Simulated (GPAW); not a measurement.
A run of GPAW 26.7.0:

run.py

```python
from ase.calculators.mixing import SumCalculator
from ase.eos import EquationOfState
from ase.io import Trajectory, read
from ase.units import GPa
from dftd4.ase import DFTD4
from gpaw import GPAW, PW

atoms = read('Ni.cif')
atoms.set_initial_magnetic_moments([1.0])

traj = Trajectory('eos.traj', 'w')
volumes, energies = [], []
for x in [0.94, 0.96, 0.98, 1.0, 1.02, 1.04, 1.06]:
    a = atoms.copy()
    a.set_cell(atoms.cell * x**(1 / 3), scale_atoms=True)
    calc = GPAW(mode=PW(600),
                xc='M06-L',
                kpts={'size': (11, 11, 11), 'gamma': True},
                occupations={'name': 'fermi-dirac', 'width': 0.05},
                nbands=17,
                convergence={'density': 1e-05, 'energy': 1e-05},
                maxiter=150,
                txt=f'eos-{x:.2f}.txt')
    a.calc = SumCalculator([calc, DFTD4(method='m06l')])
    energies.append(a.get_potential_energy())
    volumes.append(a.get_volume())
    p = -a.get_stress()[:3].mean() / GPa
    calc.write(f'eos-{x:.2f}.gpw')
    traj.write(a)
    print(f'{x:.2f} {volumes[-1]:10.4f} A^3 {energies[-1]:14.6f} eV {p:9.3f} GPa', flush=True)

v0, e0, B = EquationOfState(volumes, energies, eos='birchmurnaghan').fit()
print(f'V0 = {v0:.4f} A^3, E0 = {e0:.6f} eV, B0 = {B / GPa:.2f} GPa')
```

The input Ni.cif:

```cif
data_Ni
_cell_length_a 2.45729921
_cell_length_b 2.45729921
_cell_length_c 2.45729921
_cell_angle_alpha 60.00000000
_cell_angle_beta 60.00000000
_cell_angle_gamma 60.00000000
_space_group_name_H-M_alt 'P1'
_space_group_name_Hall 'P 1'
_space_group_IT_number 1
loop_
_space_group_symop_operation_xyz
'x,y,z'
loop_
_atom_site_label
_atom_site_type_symbol
_atom_site_symmetry_multiplicity
_atom_site_Wyckoff_symbol
_atom_site_fract_x
_atom_site_fract_y
_atom_site_fract_z
_atom_site_occupancy
Ni1 Ni 1 a 0.0000000000 0.0000000000 0.0000000000 1
```

Potentials or basis: GPAW PAW data sets (gpaw-data 1.2.1), pw.

Run with:

```sh
$ OMP_NUM_THREADS=1 python run.py
```

Hardware: 1 thread of Arm Neoverse V1 (shared host).

Task: How long does it take, and how much memory?

Result: Run time: 11 min on 1 thread of Arm Neoverse V1, on a shared host, peak memory 0.54 GiB. Counts: scf iterations 151, plane waves 335, bands 17, k points 56.
